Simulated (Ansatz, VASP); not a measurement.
## KBr in VASP and in Ansatz

```
K Br
1.0
     0.00000    3.35045    3.35045
     3.35045    0.00000    3.35045
     3.35045    3.35045    0.00000
K Br
1 1
Cartesian
  0.0000 0.0000 0.0000
  3.3504 3.3504 3.3504
```

Alike in both runs: task relaxation of cell and atoms; functional LDA; k mesh 6 × 6 × 6; occupations gaussian, width 0.02 eV; no spin polarisation.

```csv
,VASP,Ansatz
version,VASP 6.6.1,Ansatz 0.2.0
potentials or method,"VASP PAW LDA potentials, release 64 (K_sv, Br)","scalar-relativistic, plane waves, PAW"
plane-wave cutoff (eV),600,420
valence electrons in the cell,16,16
```

```tsv
	VASP	Ansatz	Ansatz less VASP
gap on the k mesh at the Fermi level, each at its own relaxed structure (eV)	4.31	4.32	+0.009
relaxed volume (Å³/atom)	32.55	32.35	-0.197
relaxed cell length with the largest relative difference (Å)	4.515	4.506	-0.0091
energy change over the relaxation (meV/atom)	-38	-40	-2.3
```

LDA gaps usually lie below the measured ones, often by a third to a half. Zero-point motion and thermal expansion aren't in these numbers. LDA usually gives volumes a few per cent too small.
